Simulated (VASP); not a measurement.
**A VASP 6.6.1 single-point calculation on KI**

INCAR

```
LASPH = .TRUE.
ISMEAR = -1
METAGGA = TPSS
NBANDS = 10
LWAVE = .FALSE.
PREC = Accurate
ENCUT = 520
NELM = 94
LREAL = .FALSE.
IBRION = -1
NSW = 0
SIGMA = 0.02
ISIF = 2
LCHARG = .FALSE.
EDIFF = 1E-7
```

KPOINTS

```
KPOINTS created by Atomic Simulation Environment
0
Gamma
6 6 6
0 0 0
```

POSCAR

```
K  I
 1.0000000000000000
    -0.0000000000000000    3.9658940976585000    3.9658940976585000
     3.9658940976585000    0.0000000000000000    3.9658940976585000
     3.9658940976585000    3.9658940976585000    0.0000000000000000
 K   I
   1   1
Cartesian
 -0.0000000000000000  0.0000000000000000 -0.0000000000000000
  1.9829470488292500  1.9829470488292500  1.9829470488292500
```

The recommended PBE PAW datasets give the neutral cell 16 valence electrons.

Command

```
mpirun -np 1 vasp_std
```

OSZICAR

```
N       E                     dE             d eps       ncg     rms          rms(c)
DAV:   1     0.232238872799E+03    0.23224E+03   -0.10114E+04   432   0.297E+04
DAV:   2     0.576037498402E+02   -0.17464E+03   -0.16839E+03   536   0.403E+02
DAV:   3    -0.439722464127E+01   -0.62001E+02   -0.58857E+02   630   0.468E+02
DAV:   4    -0.135295205088E+02   -0.91323E+01   -0.89922E+01   572   0.153E+02
DAV:   5    -0.146817995824E+02   -0.11523E+01   -0.11378E+01   516   0.487E+01    0.794E+01
DAV:   6    -0.196300483489E+02   -0.49482E+01   -0.11312E+02   372   0.204E+02    0.275E+01
DAV:   7    -0.197815031521E+02   -0.15145E+00   -0.66693E-01   380   0.108E+01    0.198E+01
DAV:   8    -0.197886964105E+02   -0.71933E-02   -0.21678E-01   408   0.459E+00    0.712E+00
DAV:   9    -0.198089386846E+02   -0.20242E-01   -0.22827E-02   466   0.139E+00    0.317E+00
DAV:  10    -0.198259737162E+02   -0.17035E-01   -0.23708E-02   320   0.168E+00    0.118E+00
DAV:  11    -0.198268411937E+02   -0.86748E-03   -0.41535E-04   390   0.211E-01    0.661E-01
DAV:  12    -0.198286316473E+02   -0.17905E-02   -0.31631E-03   324   0.580E-01    0.169E-02
DAV:  13    -0.198286889117E+02   -0.57264E-04   -0.53426E-05   382   0.904E-02    0.185E-02
DAV:  14    -0.198287409748E+02   -0.52063E-04   -0.10907E-04   324   0.109E-01    0.201E-02
DAV:  15    -0.198287444626E+02   -0.34878E-05   -0.40754E-06   354   0.256E-02    0.500E-03
DAV:  16    -0.198287465054E+02   -0.20428E-05   -0.41508E-06   328   0.217E-02    0.661E-03
DAV:  17    -0.198287465175E+02   -0.12166E-07   -0.35843E-07   320   0.668E-03
   1 F= -.19828747E+02 E0= -.19828747E+02  d E =-.488760E-12
```

Standard output (part)

```
POSCAR found type information on POSCAR K I
 POSCAR found :  2 types and       2 ions
 LDA part: xc-table for (None), standard interpolation
 POSCAR, INCAR and KPOINTS ok, starting setup
 WAVECAR not read
 entering main loop
```

From OUTCAR

```
k-points           NKPTS =     16   k-points in BZ     NKDIM =     16   number of bands    NBANDS=     10

   NELECT =      16.0000    total number of electrons

   dimension x,y,z NGX =    42 NGY =   42 NGZ =   42
   dimension x,y,z NGXF=    84 NGYF=   84 NGZF=   84

  energy-cutoff  :      520.00
  volume of cell :      124.75
      direct lattice vectors                 reciprocal lattice vectors
     0.000000000  3.965894098  3.965894098    -0.126074975  0.126074975  0.126074975
     3.965894098  0.000000000  3.965894098     0.126074975 -0.126074975  0.126074975
     3.965894098  3.965894098  0.000000000     0.126074975  0.126074975 -0.126074975

 k-points in reciprocal lattice and weights: KPOINTS created by Atomic Simulation Env
   0.00000000  0.00000000  0.00000000       0.005
   0.16666667  0.00000000  0.00000000       0.037
   0.33333333  0.00000000  0.00000000       0.037
   0.50000000  0.00000000  0.00000000       0.019
   0.16666667  0.16666667  0.00000000       0.028
   0.33333333  0.16666667  0.00000000       0.111
   0.50000000  0.16666667  0.00000000       0.111
  -0.33333333  0.16666667  0.00000000       0.111
   ...

 E-fermi :  -1.7034

 k-point     1 :       0.0000    0.0000    0.0000
  band No.  band energies     occupation
      1     -31.2111      2.00000
      2     -14.3258      2.00000
      3     -14.3257      2.00000
      4     -14.3257      2.00000
      5     -12.3286      2.00000
      6      -2.2618      2.00000
      7      -2.2618      2.00000
      8      -2.2618      2.00000
      9       2.1694      0.00000
     10       5.6376      0.00000

 k-point     2 :       0.1667    0.0000    0.0000
  band No.  band energies     occupation
      1     -31.2110      2.00000
      2     -14.3404      2.00000
      3     -14.3265      2.00000
      4     -14.3265      2.00000
      5     -12.3036      2.00000
      6      -2.3864      2.00000
      7      -2.2631      2.00000
      8      -2.2631      2.00000
      9       2.5604      0.00000
     10       5.4181      0.00000

 k-point     3 :       0.3333    0.0000    0.0000
  band No.  band energies     occupation
      1     -31.2108      2.00000
      2     -14.3687      2.00000
      3     -14.3280      2.00000
      4     -14.3280      2.00000
      5     -12.2546      2.00000
      6      -2.5965      2.00000
      7      -2.2660      2.00000
      8      -2.2660      2.00000
      9       3.3768      0.00000
     10       5.1823      0.00000

 k-point     4 :       0.5000    0.0000    0.0000
  band No.  band energies     occupation
      1     -31.2106      2.00000
      2     -14.3824      2.00000
      3     -14.3287      2.00000
      4     -14.3287      2.00000
      5     -12.2306      2.00000
      6      -2.6870      2.00000
      7      -2.2676      2.00000
      8      -2.2676      2.00000
      9       3.8641      0.00000
     10       4.7060      0.00000

 k-point     5 :       0.1667    0.1667    0.0000
  band No.  band energies     occupation
      1     -31.2109      2.00000
      2     -14.3437      2.00000
      3     -14.3275      2.00000
      4     -14.3275      2.00000
      5     -12.2953      2.00000
      6      -2.4014      2.00000
      7      -2.2753      2.00000
      8      -2.2753      2.00000
      9       2.6894      0.00000
     10       4.9382      0.00000

 ...

  Total        0.2795518      0.2795518      0.2795518     -0.0000000      0.0000000      0.0000000
  in kB        3.5902077      3.5902077      3.5902077     -0.0000000      0.0000000      0.0000000
  external PRESSURE =       3.5902077 kB  Pullay stress =       0.0000000 kB

 POSITION                                       TOTAL-FORCE (eV/Angst)
 -----------------------------------------------------------------------------------
      0.00000      0.00000      0.00000        -0.000000      0.000000      0.000000
      1.98295      1.98295      1.98295         0.000000     -0.000000     -0.000000
 -----------------------------------------------------------------------------------
    total drift:                               -0.000000     -0.000000     -0.000000

  FREE ENERGIE OF THE ION-ELECTRON SYSTEM (eV)
  ---------------------------------------------------
  free  energy   TOTEN  =       -19.8287465175 eV

  energy  without entropy=      -19.8287465175  energy(sigma->0) =      -19.82874652
```

It converged. Results: gap between bands v and c on the k mesh 4.43 eV; least direct gap on the k mesh 4.43 eV; pressure 0.4 GPa. Band v is the last that the valence electrons fill when counted band by band, and c is the next.

For comparison, a separate PBE run of the intended cell, on usual settings and not on those above, gives a gap of 3.93 eV on its mesh and a pressure of 0.2 GPa.

The run above took about 94 s on one core of a shared host (Intel Xeon Platinum 8488C) and held 0.28 GiB at most.
